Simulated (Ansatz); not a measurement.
# Si₂Mo (I4/mmm), work and stress of cleavage

Method: DFT PBEsol, scalar-relativistic, plane waves, PAW (Ansatz). The runs took a 420 eV cutoff, a Γ-centred 15×15×3 mesh and Gaussian smearing (0.15 eV). No spin polarisation. Energies are free energies at this smearing, counted from the undisturbed cell; pressure is positive in compression.

Reference structure (relaxed at this level):

```
Si Mo
1.0
    -3.19007    0.00000    0.00000
     0.00000   -3.19007    0.00000
     0.00000    0.00000   15.64277
Si Mo
8 4
Direct
  0.00000 0.00000 0.95878
  0.50000 0.50000 0.70878
  0.00000 0.00000 0.45878
  0.50000 0.50000 0.20878
  0.00000 0.00000 0.12372
  0.50000 0.50000 0.87372
  0.00000 0.00000 0.62372
  0.50000 0.50000 0.37372
  0.50000 0.50000 0.54125
  0.00000 0.00000 0.29125
  0.50000 0.50000 0.04125
  0.00000 0.00000 0.79125
```

The cut lies on the cell's a–b face, a (0 0 1) plane (indices in the standard cell, whose axes needn't be the Cartesian ones shown) of area 10.18 Å², between layers 1.29 Å apart. Vector c is lengthened by d along the normal with the atoms' Cartesian places fixed: one unrelaxed cut a cell. The traction is positive where the two halves pull on each other.

```csv
d (Å),energy (J/m²),traction (GPa)
-0.30,1.47,-113.4
-0.15,0.31,-45.0
0.00,0.00,0.1
0.25,0.58,40.2
0.50,1.77,52.0
0.75,3.06,49.3
1.00,4.20,42.2
1.50,5.93,26.5
2.00,6.89,13.3
3.00,7.59,3.2
4.50,7.79,0.3
6.00,7.81,0.1
```

What are the work of separation and the cleavage stress, and do they fit the universal binding curve?

The energy levels off near W ≈ 7.81 J/m² (the traction is down to 0.1 GPa), the energy of the two unrelaxed faces, 3.90 J/m² each on average. The largest sampled traction is 52.0 GPa at d = 0.50 Å, and a parabola through it and its two neighbours peaks at σ_max ≈ 52.7 GPa, d ≈ 0.58 Å. The curve E = W[1 − (1 + d/ℓ)exp(−d/ℓ)] peaks in traction at d = ℓ with σ_max = W/(eℓ); with 1 J/m² per Å = 10 GPa this W and σ_max give ℓ = 0.55 Å. A parabola through that curve at the same three d peaks at 0.58 Å, against 0.58 Å here, a fair fit. Real crystals break at far lower stress, because cracks concentrate it, and on the plane of lowest W, which needn't be this one.

The cut is rigid; relaxing the faces lowers these energies and usually the stresses.

In a metal these slopes depend on the k mesh and the smearing.

Cost: 12 runs of about 14 core-minutes in all, on Intel Xeon Processor @ 2.70GHz (shared hosts).